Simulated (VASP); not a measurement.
# TiAl (Pm-3m) in VASP: further runs

The runs below take TiAl through single point, with PBE.

Everything below comes from runs of VASP 6.6.1. Logs are shortened: lines on timing, memory, paths and dates and some standing lists are left out, and cuts for length are marked.

## Step 1: Starting point

The structure is cubic, space group Pm-3m (No. 221). Conventional cell: a = 3.179 Å, b = 3.179 Å, c = 3.179 Å, α = 90.00°, β = 90.00°, γ = 90.00°. Ti (site symmetry m-3m) has 8 Al at 2.75 Å as nearest neighbours. Around Al (site symmetry m-3m) lie 8 Ti at 2.75 Å.

The cell comes from a database or a generator and needn't be the stable form of this composition.

## Step 2: Single point, PBE

INCAR

```
SYSTEM = TiAl
  ADDGRID = .FALSE.
  ALGO = Normal
  EDIFF = 1E-6
  ENCUT = 220
  GGA = PE
  ISIF = 2
  ISMEAR = -1
  LASPH = .TRUE.
  LCHARG = .FALSE.
  LREAL = .FALSE.
  LWAVE = .FALSE.
  NELM = 100
  PREC = Accurate
  SIGMA = 0.1
```

KPOINTS

```
k-points
0
G
  9 9 9
  0 0 0
```

POSCAR

```
TiAl
1.0
    3.1790640000      0.0000000000      0.0000000000
    0.0000000000      3.1790640000      0.0000000000
    0.0000000000      0.0000000000      3.1790640000
Ti Al
1 1
Direct
    0.0000000000      0.0000000000      0.0000000000
    0.5000000000      0.5000000000      0.5000000000
```

Potentials or basis: VASP PAW PBE potentials, release 64 (Ti_sv, Al).

On the command line:

```bash
$ cat potpaw_PBE.64/Ti_sv/POTCAR potpaw_PBE.64/Al/POTCAR > POTCAR
$ mpirun -np 1 vasp_std > vasp.out
```

OUTCAR:

```text
SYSTEM = TiAl
   EDIFF = 1E-6
   ENCUT = 220
   GGA = PE
   ISIF = 2
   ISMEAR = -1
   LASPH = .TRUE.
   LREAL = .FALSE.
   NELM = 100
   PREC = Accurate

 Found     35 irreducible k-points:

 Following reciprocal coordinates:
            Coordinates               Weight
  0.000000  0.000000  0.000000      1.000000
  0.111111  0.000000  0.000000      6.000000
  0.222222  0.000000  0.000000      6.000000
  0.333333  0.000000  0.000000      6.000000
  0.444444  0.000000  0.000000      6.000000
  0.111111  0.111111  0.000000     12.000000
   k-points           NKPTS =     35   k-points in BZ     NKDIM =     35   number of bands    NBANDS=     11
   number of dos      NEDOS =    301   number of ions     NIONS =      2
   total plane-waves  NPLWV =   4096
   dimension x,y,z NGX =    16 NGY =   16 NGZ =   16
   dimension x,y,z NGXF=    32 NGYF=   32 NGZF=   32
   ions per type =               1   1
   NGX,Y,Z   is equivalent  to a cutoff of   8.37,  8.37,  8.37 a.u.
   NGXF,Y,Z  is equivalent  to a cutoff of  16.73, 16.73, 16.73 a.u.
 SYSTEM =  TiAl
   PREC   = accura    normal or accurate (medium, high low for compatibility)
   ISTART =      0    job   : 0-new  1-cont  2-samecut
   ICHARG =      2    charge: 1-file 2-atom 10-const
   ISPIN  =      1    spin polarized calculation?
   LNONCOLLINEAR =      F non collinear calculations
   LSORBIT =      F    spin-orbit coupling
   LASPH  =      T    aspherical Exc in radial PAW
   ENCUT  =  220.0 eV  16.17 Ry    4.02 a.u.   3.84  3.84  3.84*2*pi/ulx,y,z
   NELM   =    100;   NELMIN=  2; NELMDL= -5     # of ELM steps
   EDIFF  = 0.1E-05   stopping-criterion for ELM
   LREAL  =      F    real-space projection
   EDIFFG = 0.1E-04   stopping-criterion for IOM
   NSW    =      0    number of steps for IOM
   IBRION =     -1    ionic relax: 0-MD 1-quasi-New 2-CG
   NFREE  =      0    steps in history (QN), initial steepest desc. (CG)
   ISIF   =      2    stress and relaxation
   ISYM   =      2    0-nonsym 1-usesym 2-fastsym
   POTIM  = 0.5000    time-step for ionic-motion
   TEBEG  =    0.0;   TEEND  =   0.0 temperature during run
   PSTRESS=    0.0 pullay stress
   NELECT =      15.0000    total number of electrons
   NUPDOWN=      -1.0000    fix difference up-down
   EMIN   =  10.00;   EMAX   =-10.00  energy-range for DOS
   EFERMI =   0.00;   METHOD = LEGACY
   ISMEAR =    -1;   SIGMA  =   0.10  broadening in eV -4-tet -1-fermi 0-gaus
   EFERMI_NEDOS =   21; number of points for ismear=-14 and -15
   IALGO  =     38    algorithm
   IMIX   =      4    mixing-type and parameters
     AMIX     =   0.40;   BMIX     =  1.00
     AMIX_MAG =   1.60;   BMIX_MAG =  1.00
  volume/ion in A,a.u.               =      16.06       108.41
  Fermi-wavevector in a.u.,A,eV,Ry     =   1.270007  2.399964 21.945065  1.612917
  Thomas-Fermi vector in A             =   2.403017
   LORBIT       =      0    0 simple, 1 ext, 2 COOP (PROOUT), +10 PAW based schemes
   GGA     = PE    functional components
   LHFCALC =     F    Hartree Fock is set to
   AEXX    =    0.0000 exact exchange contribution
   IVDW    =     0    specifies the selected vdW correction
   LEPSILON=     F    determine dielectric tensor
   LRPA    =     F    only Hartree local field effects (RPA)
 non-spin polarized calculation
  energy-cutoff  :      220.00
  volume of cell :       32.13
 maximum number of plane-waves:       251
 NGX is ok and might be reduce to    16
   NGX =  7   NGY =  7   NGZ =  7

 number of electron      14.9999999 magnetization

 Free energy of the ion-electron system (eV)
  ---------------------------------------------------
  ext. energy  EPLUGINS =         0.00000000
  ---------------------------------------------------
  free energy    TOTEN  =       -12.07973180 eV

  energy without entropy =      -12.00363383  energy(sigma->0) =      -12.04168282

 E-fermi :   8.7982     XC(G=0): -11.0846

 val. band max:        8.7865908662   @ k =   0.3333   0.2222   0.0000
 cond. band min:       8.8076234781   @ k =   0.3333   0.3333   0.2222
 fundamental gap:      0.0210326119
 Fermi energy:         8.7982343873

 k-point     1 :       0.0000    0.0000    0.0000
  band No.  band energies     occupation
      1     -48.2138      2.00000
      2     -24.4040      2.00000
      3     -24.4040      2.00000
      4     -24.4040      2.00000
      5      -0.4572      2.00000
      6       7.3378      2.00000
      7       7.3378      2.00000
      8      10.5447      0.00000
      9      10.5447      0.00000
     10      10.5447      0.00000
     11      13.2045      0.00000

 k-point     2 :       0.1111    0.0000    0.0000
  band No.  band energies     occupation
      1     -48.2108      2.00000
      2     -24.4238      2.00000
      3     -24.4022      2.00000
      4     -24.4022      2.00000
      5      -0.2581      2.00000
      6       7.2288      2.00000
      7       7.4250      2.00000
      8      10.2391      0.00000
      9      10.2391      0.00000
     10      10.5689      0.00000
     11      12.4832      0.00000

 k-point     3 :       0.2222    0.0000    0.0000
  band No.  band energies     occupation
      1     -48.1941      2.00000
      2     -24.4732      2.00000
      3     -24.3973      2.00000
      4     -24.3973      2.00000
      5       0.3377      2.00000
      6       6.6669      2.00000
      7       7.6683      1.99998
      8       9.7184      0.00020
      9       9.7184      0.00020
     10      10.6476      0.00000
     11      11.6668      0.00000

 k-point     4 :       0.3333    0.0000    0.0000
  band No.  band energies     occupation
      1     -48.1889      2.00000
      2     -24.5302      2.00000
      3     -24.3925      2.00000
      4     -24.3925      2.00000
      5       1.2446      2.00000
      6       5.4753      2.00000
      7       7.9727      1.99948
      8       9.2431      0.02311
      9       9.2431      0.02311
     10      10.7194      0.00000
     11      11.5561      0.00000

 k-point     5 :       0.4444    0.0000    0.0000
  band No.  band energies     occupation
      1     -48.1829      2.00000
      2     -24.5676      2.00000
      3     -24.3887      2.00000
      4     -24.3887      2.00000
      5       2.3805      2.00000
      6       4.0902      2.00000
      7       8.2097      1.99446
      8       8.9873      0.26243
      9       8.9873      0.26242
     10      10.8019      0.00000
     11      11.7191      0.00000

 k-point     6 :       0.1111    0.1111    0.0000
  band No.  band energies     occupation
      1     -48.2023      2.00000
      2     -24.4223      2.00000
      3     -24.4208      2.00000
      4     -24.4003      2.00000
      5      -0.0526      2.00000
      6       7.2629      2.00000
      7       7.3938      2.00000
      8       9.9286      0.00002
      9      10.1817      0.00000
     10      10.4171      0.00000
     11      12.7374      0.00000

 [... further k-points ...]

------------------------ aborting loop because EDIFF is reached ----------------------------------------

  FORCE on cell =-STRESS in cart. coord.  units (eV):
  Direction    XX          YY          ZZ          XY          YZ          ZX
  --------------------------------------------------------------------------------------
  -------------------------------------------------------------------------------------
  Total       -1.8904575     -1.8904575     -1.8904575      0.0000000      0.0000000     -0.0000000
  in kB      -94.2713392    -94.2713392    -94.2713392      0.0000000      0.0000000     -0.0000000
  external PRESSURE =     -94.2713392 kB  Pullay stress =       0.0000000 kB

 VOLUME and BASIS-vectors are now :
 -----------------------------------------------------------------------------
  energy-cutoff  :      220.00
  volume of cell :       32.13
      direct lattice vectors                 reciprocal lattice vectors
     3.179064000  0.000000000  0.000000000     0.314557996  0.000000000  0.000000000
     0.000000000  3.179064000  0.000000000     0.000000000  0.314557996  0.000000000
     0.000000000  0.000000000  3.179064000     0.000000000  0.000000000  0.314557996

 POSITION                                       TOTAL-FORCE (eV/Angst)
 -----------------------------------------------------------------------------------
      0.00000      0.00000      0.00000         0.000000      0.000000      0.000000
      1.58953      1.58953      1.58953         0.000000      0.000000      0.000000
 -----------------------------------------------------------------------------------
    total drift:                               -0.000000      0.000000      0.000000

  FREE ENERGIE OF THE ION-ELECTRON SYSTEM (eV)
  ---------------------------------------------------
  free  energy   TOTEN  =       -12.0797318020 eV

  energy  without entropy=      -12.0036338307  energy(sigma->0) =      -12.04168282
```

Run time: 1.9 s. Hardware: 1 thread of Intel Xeon 6975P-C (Granite Rapids), shared host; peak memory 0.11 GiB.

The run converged, but a check on its numbers failed (symmetry, net force, bounds or a known fault of this set-up), so they aren't taken as properties of the crystal.

Caveat: the cutoff lies under the usual one of these potentials, so the numbers hold a large basis-set error.

## Step 3: Single point, PBE

Changes to INCAR since step 2:

```diff
@@ -4,3 +4,3 @@
   EDIFF = 1E-6
-  ENCUT = 220
+  ENCUT = 520
   GGA = PE
```

KPOINTS

```
k-points
0
G
  6 6 6
  0 0 0
```

POSCAR is that of step 2.

Potentials or basis: VASP PAW PBE potentials, release 64 (Ti_sv, Al).

On the command line:

```bash
$ cat potpaw_PBE.64/Ti_sv/POTCAR potpaw_PBE.64/Al/POTCAR > POTCAR
$ mpirun -np 1 vasp_std > vasp.out
```

It took 2.8 s on 1 thread of Intel Xeon 6975P-C (Granite Rapids), shared host; peak memory 0.13 GiB.

These settings aren't checked as converged: the numbers below hold their error.

What came out:

```
Free energy            : -12.1471 eV
Pressure               : 0.8 GPa
Band gap on the k mesh : none (metal or under the smearing width)
```

## Step 4: Single point, PBE

Changes to INCAR since step 3:

```diff
@@ -4,3 +4,3 @@
   EDIFF = 1E-6
-  ENCUT = 520
+  ENCUT = 400
   GGA = PE
```

KPOINTS

```
k-points
0
G
  7 7 7
  0 0 0
```

POSCAR is that of step 3.

Potentials or basis: VASP PAW PBE potentials, release 64 (Ti_sv, Al).

On the command line:

```bash
$ cat potpaw_PBE.64/Ti_sv/POTCAR potpaw_PBE.64/Al/POTCAR > POTCAR
$ mpirun -np 1 vasp_std > vasp.out
```

OUTCAR:

```text
SYSTEM = TiAl
   EDIFF = 1E-6
   ENCUT = 400
   GGA = PE
   ISIF = 2
   ISMEAR = -1
   LASPH = .TRUE.
   LREAL = .FALSE.
   NELM = 100
   PREC = Accurate

 Found     20 irreducible k-points:

 Following reciprocal coordinates:
            Coordinates               Weight
  0.000000  0.000000  0.000000      1.000000
  0.142857  0.000000  0.000000      6.000000
  0.285714  0.000000  0.000000      6.000000
  0.428571  0.000000  0.000000      6.000000
  0.142857  0.142857  0.000000     12.000000
  0.285714  0.142857  0.000000     24.000000
   k-points           NKPTS =     20   k-points in BZ     NKDIM =     20   number of bands    NBANDS=     11
   number of dos      NEDOS =    301   number of ions     NIONS =      2
   total plane-waves  NPLWV =  13824
   dimension x,y,z NGX =    24 NGY =   24 NGZ =   24
   dimension x,y,z NGXF=    48 NGYF=   48 NGZF=   48
   ions per type =               1   1
   NGX,Y,Z   is equivalent  to a cutoff of  12.55, 12.55, 12.55 a.u.
   NGXF,Y,Z  is equivalent  to a cutoff of  25.10, 25.10, 25.10 a.u.
 SYSTEM =  TiAl
   PREC   = accura    normal or accurate (medium, high low for compatibility)
   ISTART =      0    job   : 0-new  1-cont  2-samecut
   ICHARG =      2    charge: 1-file 2-atom 10-const
   ISPIN  =      1    spin polarized calculation?
   LNONCOLLINEAR =      F non collinear calculations
   LSORBIT =      F    spin-orbit coupling
   LASPH  =      T    aspherical Exc in radial PAW
   ENCUT  =  400.0 eV  29.40 Ry    5.42 a.u.   5.18  5.18  5.18*2*pi/ulx,y,z
   NELM   =    100;   NELMIN=  2; NELMDL= -5     # of ELM steps
   EDIFF  = 0.1E-05   stopping-criterion for ELM
   LREAL  =      F    real-space projection
   EDIFFG = 0.1E-04   stopping-criterion for IOM
   NSW    =      0    number of steps for IOM
   IBRION =     -1    ionic relax: 0-MD 1-quasi-New 2-CG
   NFREE  =      0    steps in history (QN), initial steepest desc. (CG)
   ISIF   =      2    stress and relaxation
   ISYM   =      2    0-nonsym 1-usesym 2-fastsym
   POTIM  = 0.5000    time-step for ionic-motion
   TEBEG  =    0.0;   TEEND  =   0.0 temperature during run
   PSTRESS=    0.0 pullay stress
   NELECT =      15.0000    total number of electrons
   NUPDOWN=      -1.0000    fix difference up-down
   EMIN   =  10.00;   EMAX   =-10.00  energy-range for DOS
   EFERMI =   0.00;   METHOD = LEGACY
   ISMEAR =    -1;   SIGMA  =   0.10  broadening in eV -4-tet -1-fermi 0-gaus
   EFERMI_NEDOS =   21; number of points for ismear=-14 and -15
   IALGO  =     38    algorithm
   IMIX   =      4    mixing-type and parameters
     AMIX     =   0.40;   BMIX     =  1.00
     AMIX_MAG =   1.60;   BMIX_MAG =  1.00
[... 16 lines left out ...]

 number of electron      14.9999994 magnetization

 Free energy of the ion-electron system (eV)
  ---------------------------------------------------
  ext. energy  EPLUGINS =         0.00000000
  ---------------------------------------------------
  free energy    TOTEN  =       -12.14234819 eV

  energy without entropy =      -12.07452503  energy(sigma->0) =      -12.10843661

 E-fermi :   8.8042     XC(G=0): -11.0860

 val. band max:        8.7949049233   @ k =   0.2857   0.2857   0.0000
 cond. band min:       8.9426145822   @ k =   0.2857   0.2857   0.1429
 fundamental gap:      0.1477096590
 Fermi energy:         8.8042307447

 k-point     1 :       0.0000    0.0000    0.0000
  band No.  band energies     occupation
      1     -48.1001      2.00000
      2     -24.3106      2.00000
      3     -24.3106      2.00000
      4     -24.3106      2.00000
      5      -0.4868      2.00000
      6       7.3427      2.00000
      7       7.3427      2.00000
      8      10.5910      0.00000
      9      10.5910      0.00000
     10      10.5910      0.00000
     11      13.1931      0.00000
[... 57 lines left out ...]
 k-point     6 :       0.2857    0.1429    0.0000
  band No.  band energies     occupation
      1     -48.0883      2.00000
      2     -24.4117      2.00000
      3     -24.3327      2.00000
      4     -24.2986      2.00000
      5       1.0545      2.00000
      6       6.2175      2.00000
      7       7.6957      1.99997
      8       9.0453      0.16477
      9       9.4786      0.00235
     10      10.3904      0.00000
     11      11.7222      0.00000

 [... further k-points ...]

------------------------ aborting loop because EDIFF is reached ----------------------------------------

  FORCE on cell =-STRESS in cart. coord.  units (eV):
  Direction    XX          YY          ZZ          XY          YZ          ZX
  --------------------------------------------------------------------------------------
  -------------------------------------------------------------------------------------
  Total        0.1104615      0.1104615      0.1104615      0.0000000     -0.0000000      0.0000000
  in kB        5.5083778      5.5083778      5.5083778      0.0000000     -0.0000000      0.0000000
  external PRESSURE =       5.5083778 kB  Pullay stress =       0.0000000 kB

 VOLUME and BASIS-vectors are now :
 -----------------------------------------------------------------------------
  energy-cutoff  :      400.00
  volume of cell :       32.13
      direct lattice vectors                 reciprocal lattice vectors
     3.179064000  0.000000000  0.000000000     0.314557996  0.000000000  0.000000000
     0.000000000  3.179064000  0.000000000     0.000000000  0.314557996  0.000000000
     0.000000000  0.000000000  3.179064000     0.000000000  0.000000000  0.314557996

 POSITION                                       TOTAL-FORCE (eV/Angst)
 -----------------------------------------------------------------------------------
      0.00000      0.00000      0.00000         0.000000      0.000000      0.000000
      1.58953      1.58953      1.58953         0.000000      0.000000      0.000000
 -----------------------------------------------------------------------------------
    total drift:                               -0.000000      0.000000      0.000000

  FREE ENERGIE OF THE ION-ELECTRON SYSTEM (eV)
  ---------------------------------------------------
  free  energy   TOTEN  =       -12.1423481863 eV

  energy  without entropy=      -12.0745250292  energy(sigma->0) =      -12.10843661
```

OSZICAR:

```text
N       E                     dE             d eps       ncg     rms          rms(c)
DAV:   1     0.747829121032E+02    0.74783E+02   -0.63602E+03   448   0.114E+03
DAV:   2    -0.877531882747E+01   -0.83558E+02   -0.81415E+02   455   0.303E+02
DAV:   3    -0.135956935325E+02   -0.48204E+01   -0.45300E+01   669   0.711E+01
DAV:   4    -0.137670214225E+02   -0.17133E+00   -0.16852E+00   530   0.116E+01
DAV:   5    -0.137751924961E+02   -0.81711E-02   -0.81671E-02   647   0.240E+00    0.980E+00
DAV:   6    -0.122202528629E+02    0.15549E+01   -0.11765E+01   546   0.388E+01    0.281E+00
DAV:   7    -0.121510505137E+02    0.69202E-01   -0.65657E-01   550   0.987E+00    0.166E+00
DAV:   8    -0.121427279787E+02    0.83225E-02   -0.50160E-02   514   0.231E+00    0.369E-01
DAV:   9    -0.121422385107E+02    0.48947E-03   -0.67966E-03   590   0.849E-01    0.160E-01
DAV:  10    -0.121423068962E+02   -0.68385E-04   -0.78402E-05   525   0.951E-02    0.110E-01
DAV:  11    -0.121423476099E+02   -0.40714E-04   -0.10290E-04   479   0.120E-01    0.110E-02
DAV:  12    -0.121423484661E+02   -0.85626E-06   -0.10030E-05   535   0.217E-02    0.101E-02
DAV:  13    -0.121423481863E+02    0.27984E-06   -0.16121E-06   389   0.149E-02
   1 F= -.12142348E+02 E0= -.12108437E+02  d E =-.678232E-01
```

stdout:

```text
POSCAR found type information on POSCAR TiAl
 POSCAR found :  2 types and       2 ions
 scaLAPACK will be used
 LDA part: xc-table for (Slater+PW92), standard interpolation
 POSCAR, INCAR and KPOINTS ok, starting setup
 FFT: planning ... GRIDC
 FFT: planning ... GRID_SOFT
 FFT: planning ... GRID
 WAVECAR not read
 entering main loop
```

Run time: 2.7 s. Hardware: 1 thread of Intel Xeon 6975P-C (Granite Rapids), shared host; peak memory 0.13 GiB.

The run converged, but some of its settings lie outside the range that counts as converged, so its numbers aren't taken as properties of the crystal.

What came out:

| Property | Result |
| --- | --- |
| Free energy | -12.1423 eV |
| Pressure | 0.6 GPa |
| Band gap on the k mesh | none (metal or under the smearing width) |

## Step 5: For comparison

An earlier run on the cell as given: functional PBEsol; potentials or basis VASP PAW PBE potentials, release 64 (Ti_sv, Al); cutoff 520 eV; k mesh 8 × 8 × 8; occupations fermi-dirac, width 0.05 eV; no spin polarisation.

- Pressure: -2.3 GPa
- Band gap on the k mesh: none (metal or under the smearing width)
